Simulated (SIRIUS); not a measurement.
The system is HgTe (Coloradoite).

```xyz
2
Lattice="0.0000 3.2145 3.2145 3.2145 0.0000 3.2145 3.2145 3.2145 0.0000" Properties=species:S:1:pos:R:3 pbc="T T T"
Hg    0.0000    0.0000    0.0000
Te    4.8217    4.8217    4.8217
```

Base run:

```yaml
Program: SIRIUS 7.12.0
Functional: PBEsol
Potentials_or_basis: PseudoDojo 0.4.1 PBE standard (scalar relativistic)
Cutoff: 1102 eV
Density_cutoff: 4408 eV
k_mesh: 6 × 6 × 6
Occupations: fermi-dirac, width 0.05 eV
Spin: no spin polarisation
```

Its results: band gap on the k mesh 0.00 eV; pressure 1.9 GPa.

Task: The run is repeated on the same cell with these changes: functional from PBEsol to LDA; libxc names from ["XC_GGA_X_PBE_SOL", "XC_GGA_C_PBE_SOL"] to ["XC_LDA_X", "XC_LDA_C_PW"]. What comes out?

Result: Band gap on the k mesh 0.00 eV; pressure 0.4 GPa.

Caveats: the potentials were made for another functional, which shifts forces and pressure; spin-orbit coupling is left out, which moves the levels of the heavy elements.

A k mesh can miss the band edges.
